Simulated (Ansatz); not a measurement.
# MoSe2: band gap under strain

How does strain move the band edges of MoSe2, 2H-MoS2 type, and do the functionals agree on it? States: +2.0 % equal strain in all directions; +3.0 % equal strain in all directions; +4.0 % equal strain in all directions.

Code: Ansatz 0.2.0. PAW datasets, plane waves. (Simulation; spin polarisation is off.)

### 1 The structure to begin with

The unstrained cell was relaxed with r2SCAN+rVV10; in each strained cell the atoms were relaxed again with r2SCAN+rVV10. Names of k-points are those of the unstrained zone, where strain can split equivalent points. First state: +2.0 % equal strain in all directions.

Space group P6_3/mmc (No. 194), hexagonal; conventional cell a = 3.372 Å, c = 13.350 Å, 21.90 Å³ an atom. Around Mo lie 6 Se at 2.54 Å; around Se lie 3 Mo at 2.54 Å.

The structure in full:

```cif
data_structure
_symmetry_space_group_name_H-M 'P6_3/mmc'
_symmetry_Int_Tables_number 194
_cell_length_a 3.3715
_cell_length_b 3.3715
_cell_length_c 13.3496
_cell_angle_alpha 90.000
_cell_angle_beta 90.000
_cell_angle_gamma 120.000
_cell_volume 131.42
loop_
_atom_site_label
_atom_site_type_symbol
_atom_site_symmetry_multiplicity
_atom_site_Wyckoff_symbol
_atom_site_fract_x
_atom_site_fract_y
_atom_site_fract_z
_atom_site_occupancy
Mo1 Mo 2 c 0.33333 0.66667 0.25000 1
Se1 Se 4 f 0.66667 0.33333 0.37274 1
```

From earlier runs on the unstrained cell: PBE 0.89 eV, r2SCAN 1.10 eV, HSE06 1.39 eV, r2SCAN+SOC 0.99 eV; a = 3.305 Å, c = 13.088 Å.

### 2 +2.0 % equal strain in all directions: PBE

The input, input.yaml:

```yaml
crystal:
  lattice:
    - [3.3715047026, 0.0, 0.0]
    - [-1.6857523513, 2.9198087214, 0.0]
    - [0.0, 0.0, 13.3495876473]
  atoms:
    - { symbol: Mo, position: [0.3333333333, 0.6666666667, 0.25] }
    - { symbol: Mo, position: [0.6666666667, 0.3333333333, 0.75] }
    - { symbol: Se, position: [0.6666666667, 0.3333333333, 0.3727391762] }
    - { symbol: Se, position: [0.6666666667, 0.3333333333, 0.1272608238] }
    - { symbol: Se, position: [0.3333333333, 0.6666666667, 0.8727391762] }
    - { symbol: Se, position: [0.3333333333, 0.6666666667, 0.6272608238] }
kpoints:
  mp_grid: { grid: [12, 12, 2] }
  band_path:
    path:
      - [0.0, 0.0, 0.0]
      - [0.5, 0.0, 0.0]
      - [0.3333333333, 0.3333333333, 0.0]
      - [0.0, 0.0, 0.5]
      - [0.5, 0.0, 0.5]
      - [0.3333333333, 0.3333333333, 0.5]
      - [0.330729, 0.333333, 0.0]
    npoints: 1
hamiltonian:
  xc: pbe
scf:
  occupations: { method: fermi_dirac, width: 0.02 }
  n_extra_bands: 5
output:
  forces: true
  stress: true
  eigenvalues: true
```

The run is started by

```bash
ansatz run input.yaml --threads 2 --pin off --max-ram 29491MiB --backend cpu --events-out ev --progress --plain --runs-dir out
```

The runs that follow: +2.0 % equal strain in all directions: r2SCAN; +2.0 % equal strain in all directions: HSE06; +2.0 % equal strain in all directions: r2SCAN+SOC; +2.0 % equal strain in all directions: r2SCAN; +3.0 % equal strain in all directions: PBE; +3.0 % equal strain in all directions: r2SCAN; +3.0 % equal strain in all directions: HSE06; +3.0 % equal strain in all directions: r2SCAN+SOC; +3.0 % equal strain in all directions: r2SCAN; +4.0 % equal strain in all directions: PBE; +4.0 % equal strain in all directions: r2SCAN; +4.0 % equal strain in all directions: HSE06; +4.0 % equal strain in all directions: r2SCAN+SOC; +4.0 % equal strain in all directions: r2SCAN.

Q: Predict the outcome of this session.

As calculated:

Least gap in eV (negative: overlap), with the change from the unstrained cell in brackets:

| state | volume change (%) | PBE | r2SCAN | HSE06 |
| --- | --- | --- | --- | --- |
| +2.0 % equal strain in all directions | +6.1 | 0.83 (-0.06) | 0.89 (-0.21) | 1.25 (-0.14) |
| +3.0 % equal strain in all directions | +9.3 | 0.70 (-0.19) | 0.76 (-0.34) | 1.11 (-0.28) |
| +4.0 % equal strain in all directions | +12.5 | 0.58 (-0.31) | 0.63 (-0.47) | 0.97 (-0.42) |

**Reading.** With HSE06, of the states in the table +4.0 % equal strain in all directions shifts the gap most, by -0.423 eV. PBE and HSE06 differ by 0.50 eV on the unstrained gap, and by at most 0.11 eV on its change: the two disagree on the size of the gap but agree on its response to strain.
